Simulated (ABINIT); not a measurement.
**GaSb: single point with PBE**

**Experimental background.**

From a printed reference work, data compilation, for a bulk crystal of GaSb at 4.2 K: band gap 0.811 eV (direct).

The system is GaSb.

```
CELL_PARAMETERS angstrom
0.00000 3.05900 3.05900
3.05900 0.00000 3.05900
3.05900 3.05900 0.00000
ATOMIC_POSITIONS crystal
Sb 0.75000 0.75000 0.75000
Ga 0.00000 0.00000 0.00000
```

```yaml
Program: ABINIT 10.8.3 (patched build)
Task: single point
Functional: PBE
Potentials_or_basis: PseudoDojo NC FR PBE v0.4 standard
Cutoff: 980 eV
k_mesh: 6 × 6 × 6
Occupations: fermi-dirac, width 0.05 eV
Spin: spin-orbit coupling, no magnetisation
```

```yaml
Pressure: 1.1 GPa
Band_gap_on_the_k_mesh: none (metal or under the smearing width)
Valence_electrons_inside_the_program's_atomic_spheres: Sb 11.24; Ga 10.81
```

Levels at points of the mesh, in eV from the Fermi level:
```tsv
k point	band 24	band 25	band 26	band 27	band 28	band 29	band 30	band 31	band 32	band 33
(0.00, 0.00, 0.00)	-0.71	-0.17	-0.17	0.01	0.01	0.01	0.01	2.43	2.43	2.64
(0.50, 0.00, 0.00)	-6.59	-1.59	-1.59	-1.18	-1.18	0.19	0.19	3.48	3.48	3.60
(0.50, 0.50, 0.00)	-7.03	-2.93	-2.93	-2.67	-2.67	0.70	0.70	1.04	1.04	8.34
```

It took 5.7 min on 1 thread of Arm Neoverse V1, on a shared host, peak memory 0.15 GiB.

Against the measured gap of GaSb, 0.811 eV (direct; 4.2 K; a printed reference work, data compilation), the calculated 0.00 eV is off by -0.81 eV. The value is that of PBE on a finite k mesh, which can miss the band edges, without temperature or zero-point motion. Semilocal functionals fall short of measured gaps as a rule.

Caveat: this crystal is a semiconductor, whose small gap the functional closes, so the metal is an error of the method.
